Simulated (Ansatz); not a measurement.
Runs of Ansatz 0.2.0 on Be. It takes space group P6_3/mmc (No. 194, hexagonal). Conventional cell: a = 2.285 Å, b = 2.285 Å, c = 3.584 Å, α = 90.00°, β = 90.00°, γ = 120.00°. Around Be (site symmetry -6m2) lie 12 Be at 2.23 to 2.29 Å. 

```csv
task,level,potentials or basis,spin,cell,k mesh,cutoff (eV),smearing,points for each segment of the path,other keys,mesh quality,gap on the mesh (eV),pressure (GPa)
single point,r2SCAN0+D3(BJ),PseudoDojo standard (PBEsol files),off,volume scaled by 1.15,9 × 9 × 5,1197,methfessel-paxton 0.15 eV,-,-,not flagged,none,-18.5
projected density of states,r2SCANh+D3(BJ),Ansatz PAW,off,volume scaled by 0.92,9 × 9 × 5,500,fermi-dirac 0.15 eV,-,-,coarse,none,3.6
atomic charges,RPBE,Ansatz PAW earlier set,off,as given,13 × 13 × 8,960,gaussian 0.01 eV,-,-,not flagged,0.13,0.2
density of states,RPBE,PseudoDojo standard (PBE files),off,as given,13 × 13 × 8,1197,fermi-dirac 0.01 eV,-,hamiltonian.xc = rpbe; …,not flagged,-,(a)
density of states,r2SCAN0,Ansatz PAW,off,as given,8 × 8 × 5,500,fermi-dirac 0.025 eV,-,-,coarse,none,-3.4
single point,BLYP+D3(BJ),Ansatz PAW,"SOC, no magnetisation",as given,13 × 13 × 8,420,fermi-dirac 0.1 eV,-,hamiltonian.pseudopotentials = kind paw_fr; …,not flagged,none,(b)
band structure,HSE06,JTH PAW,off,as given,8 × 8 × 5,1080,gaussian 0.1 eV,4,scf.n_extra_bands = 2,coarse,none,-3.4
```

Task: Fill in the values left out.

Result: (a) 1.2; (b) -17.4.

Caveats: some runs use coarse meshes; the thresholds are loose for stress (some runs); the potentials were made for another functional, which shifts forces and pressure (some runs); pairwise dispersion overbinds metals, which lowers pressure and volume (some runs); the PAW data sets come from PBE, with cores solved anew for the run's functional, which leaves a small shift of forces and pressure (some runs); the dispersion damping was fitted for another functional or another form of the correction (some runs); the meta-GGA runs on potentials made for a GGA (some runs); odd divisions of the mesh miss points on the zone boundary, where band edges often lie, so the gap on the mesh can be too wide (some runs).

A k mesh can miss the band edges.

A gap of «none» marks a metal or a gap under the smearing width.

The runs don't all hold the same shells in valence.

Runs at the PBE level aren't shown here.
